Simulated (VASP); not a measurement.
Runs of VASP 6.6.1 on Zn. All rows change the cell; the cell of one of them follows. The structure is tetragonal, space group I4/mmm (No. 139). Conventional cell: a = 2.820 Å, b = 2.820 Å, c = 3.930 Å, α = 90.00°, β = 90.00°, γ = 90.00°. Zn (site symmetry 4/mmm) has 12 Zn at 2.80 to 2.82 Å as nearest neighbours. This isn't the form of Zn at room conditions, which is hcp.

| cell | further INCAR settings | gap on the mesh (eV) | pressure (GPa) |
| --- | --- | --- | --- |
| strain +0.0150 x Voigt [1, 1, 0, 0, 0, 0], atoms carried along | ALGO = Fast; EDIFF = 1e-06; NBANDS = 12 | none | (a) |
| strain -0.0600 x Voigt [1, 1, 0, 0, 0, 0], atoms carried along | ALGO = Fast; EDIFF = 1e-06; NBANDS = 12 | none | 12.5 |
| strain -0.0300 x Voigt [1, 1, 0, 0, 0, 0], atoms carried along | ALGO = Fast; EDIFF = 1e-06; NBANDS = 12 | none | 5.3 |
| strain +0.0450 x Voigt [1, 1, 0, 0, 0, 0], atoms carried along | ALGO = Fast; EDIFF = 1e-07; NBANDS = 12 | none | -4.4 |

Alike in all rows: task single point; level PBE; potentials or basis VASP PAW PBE potentials, release 64 (Zn); no spin polarisation; k mesh 20 × 20 × 20; cutoff (eV) 520; smearing gaussian 0.15 eV.

Question: Estimate the missing entries.

Answer: (a) -1.7.

A gap of «none» marks a metal or a gap under the smearing width.
